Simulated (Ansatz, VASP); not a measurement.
# Two plane-wave programs on AlN

INCAR

```
PREC = Accurate
ENCUT = 520
EDIFF = 1E-6
ISMEAR = 0
SIGMA = 0.05
LREAL = False
LASPH = True
NELM = 80
ALGO = Fast
ISIF = 2
LWAVE = False
LCHARG = False
NBANDS = 11
```

The input KPOINTS:

```
regular mesh
0
Gamma
  10 10 10
```

File POSCAR:

```
AlN
1.0
    0.0000000000      2.0345180000      2.0345180000
    2.0345180000      0.0000000000      2.0345180000
    2.0345180000      2.0345180000      0.0000000000
Al N
1 1
Direct
    0.5000000000      0.5000000000      0.5000000000
    0.0000000000      0.0000000000      0.0000000000
```

Input for Ansatz:

```yaml
crystal:
  lattice:
    - [0.0, 2.034518, 2.034518]
    - [2.034518, 0.0, 2.034518]
    - [2.034518, 2.034518, 0.0]
  atoms:
    - { symbol: Al, position: [0.5, 0.5, 0.5] }
    - { symbol: "N", position: [0.0, 0.0, 0.0] }
basis:
  ecutwfc: 420
kpoints:
  mp_grid: { grid: [10, 10, 10] }
hamiltonian:
  xc: lda
scf:
  occupations: { method: gaussian, width: 0.05 }
output:
  forces: true
  stress: true
  eigenvalues: true
```

Measurements of this composition are mostly on another form, of space group No. 186.

Alike in both runs: task single point; functional LDA; k mesh 10 × 10 × 10; occupations gaussian, width 0.05 eV; no spin polarisation.

```csv
,VASP,Ansatz
version,VASP 6.6.1,Ansatz 0.2.0
potentials or method,"VASP PAW LDA potentials, release 64 (Al, N)","scalar-relativistic, plane waves, PAW"
plane-wave cutoff (eV),520,420
valence electrons in the cell,8,8
```

VASP gave:

- gap on the k mesh at the Fermi level (eV): 4.28
- least direct gap on the mesh (eV): 5.50
- pressure (GPa): -10.3

Q: What did Ansatz give for the same quantities?

A: gap on the k mesh at the Fermi level (eV): 4.29; least direct gap on the mesh (eV): 5.48; pressure (GPa): -11.0.

A k mesh can miss the band edges. As with any semilocal functional, this LDA gap is likely too small.
